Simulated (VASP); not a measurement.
Here is a VASP 6.6.1 calculation.

INCAR

```
PREC     = Accurate       # precision mode
ENCUT    = 520            # plane-wave cutoff, eV
EDIFF    = 1E-7           # SCF threshold, eV
ISMEAR   = -1             # smearing method
SIGMA    = 0.02           # smearing width, eV
LREAL    = F              # projectors in reciprocal space
LASPH    = T              # aspherical terms in the spheres
NELM     = 100            # most SCF steps
ALGO     = Fast           # electronic algorithm
ISIF     = 2              # what is computed and relaxed
LWAVE    = F              # write WAVECAR
LCHARG   = F              # write CHGCAR
GGA      = PE             # functional
NBANDS   = 27             # bands
```

The input KPOINTS:

```
Automatic mesh
0
Gamma
  6 6 6
```

Contents of POSCAR:

```
KTaO3
1.0
    4.1098350361      0.0000000000      0.0000000000
    0.0000000000      4.1098350361      0.0000000000
    0.0000000000      0.0000000000      4.1098350361
K Ta O
1 1 3
Direct
    0.0000000000      0.0000000000      0.0000000000
    0.5000000000      0.5000000000      0.5000000000
    0.5000000000      0.5000000000      0.0000000000
    0.5000000000      0.0000000000      0.5000000000
    0.0000000000      0.5000000000      0.5000000000
```

Potentials or basis: VASP PAW PBE potentials, release 64 (K_sv, Ta_pv, O).

The run is started by

```sh
$ cat potpaw_PBE.64/K_sv/POTCAR potpaw_PBE.64/Ta_pv/POTCAR potpaw_PBE.64/O/POTCAR > POTCAR
$ mpirun -np 1 vasp_std > vasp.out
```

(1) Estimate the pressure.

(2) Estimate the band gap on the k mesh.

## Answers

(1) -9.9 GPa.

(2) 1.97 eV, indirect (least direct gap 2.61 eV).

Caveat: spin-orbit coupling is left out, which moves the levels of the heavy elements.
